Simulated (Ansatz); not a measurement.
Below is a relaxed structure of TaN. The cell was relaxed from a distorted copy of a database structure.

Method: Ansatz, DFT PBE, scalar-relativistic, plane waves, PAW. Cutoff 420 eV, Γ-centred mesh, Gaussian smearing, no spin polarisation.

```cif
data_structure
_symmetry_space_group_name_H-M 'P 1'
_symmetry_Int_Tables_number 1
_cell_length_a 5.2639
_cell_length_b 5.2639
_cell_length_c 2.9218
_cell_angle_alpha 90.000
_cell_angle_beta 90.000
_cell_angle_gamma 120.000
_cell_volume 70.11
loop_
_atom_site_label
_atom_site_type_symbol
_atom_site_fract_x
_atom_site_fract_y
_atom_site_fract_z
_atom_site_occupancy
Ta1 Ta 0.00000 0.00000 0.00000 1
Ta2 Ta 0.33333 0.66667 0.50000 1
Ta3 Ta 0.66667 0.33333 0.50000 1
N1 N 0.50000 0.00000 0.00000 1
N2 N 0.50000 0.50000 0.00000 1
N3 N 0.00000 0.50000 0.00000 1
```

The zero of energy is the elements' standard structures at the same level (N₂ as a molecule); no fitted shifts are applied.

(1) Find its symmetry and describe it.

(2) What is its formation energy per atom?

(3) Is it a metal?

Results:

(1) P6/mmm (No. 191). Conventional cell: a = 5.264 Å, c = 2.922 Å. Around Ta on a site of symmetry 6/mmm lie 6 N at 2.63 Å and 2 Ta at 2.92 Å; around Ta on a site of symmetry -6m2 lie 6 N at 2.11 Å and 5 Ta at 2.92–3.04 Å; N is surrounded by 4 Ta at 2.11 Å, 2 Ta at 2.63 Å and 4 N at 2.63 Å.

(2) −0.72 eV/atom. It lies below the elements, which doesn't yet make it stable against other compounds or structures.

(3) Yes, bands cross the Fermi level on the 12×12×12 mesh.

The last run used a 12×12×12 mesh for its 6-atom cell and Gaussian smearing of 0.10 eV. These runs have no spin–orbit coupling, which can matter for Ta. Symmetry constrained the relaxation, so the result can be a saddle point.
